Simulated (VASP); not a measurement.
## MgO2 under changes of volume

One of the cells (9.351 Å³/atom); the others are scaled copies at fixed shape and fractional positions:

```xyz
12
Lattice="4.8234 0.0000 0.0000 0.0000 4.8234 0.0000 0.0000 0.0000 4.8234" Properties=species:S:1:pos:R:3 pbc="T T T"
Mg    0.0000    0.0000    0.0000
Mg    2.4117    0.0000    2.4117
Mg    2.4117    2.4117    0.0000
Mg    0.0000    2.4117    2.4117
O     2.8438    4.3913    0.4321
O     4.3913    0.4321    2.8438
O     0.4321    2.8438    4.3913
O     1.9796    1.9796    1.9796
O     2.8438    2.8438    2.8438
O     4.3913    1.9796    0.4321
O     0.4321    4.3913    1.9796
O     1.9796    0.4321    4.3913
```

The cell is a database's computed one.

```yaml
Program: VASP 6.6.1
Functional: r2SCAN
Potentials_or_basis: VASP PAW PBE potentials, release 64 (Mg, O)
Cutoff: 520 eV
k_mesh: 6 × 6 × 6
Occupations: gaussian, width 0.02 eV
Spin: no spin polarisation
```

```tsv
volume (Å³/atom)	energy over the lowest point (meV/atom)	pressure (GPa)	gap on the mesh (eV)	largest force (eV/Å)
8.977	9.37	7.3	4.86	0.311
9.164	2.61	3.6	4.73	0.156
9.351	0.00	0.3	4.61	0.011
9.538	?	?	?	?
9.725	5.62	-5.5	4.38	0.254
```

Q: What does the run at 9.538 Å³/atom give?

A: Energy over the lowest point 1.13 meV/atom; pressure -2.8 GPa; gap on the mesh 4.49 eV; largest force 0.126 eV/Å.

Worked out: A Birch-Murnaghan fit of order 2 (a polynomial in V^(-2/3)) to the other rows has its minimum at 9.39 Å³/atom with B0 = V·E''(V) = 158 GPa at fixed shape and positions, which overstates the stiffness. It gives 1.12 meV/atom at 9.538 Å³/atom, against the run's 1.13, and -dE/dV = -2.5 GPa, against -2.8. A straight line through the other rows of the gap, of slope -5.98 eV per unit of ln V, gives 4.49 eV, against the run's 4.49.

Energies are extrapolated to zero smearing.

Caveats: the PAW data sets were made with another functional, which shifts forces and pressure a little.

A mesh can miss the band edges.
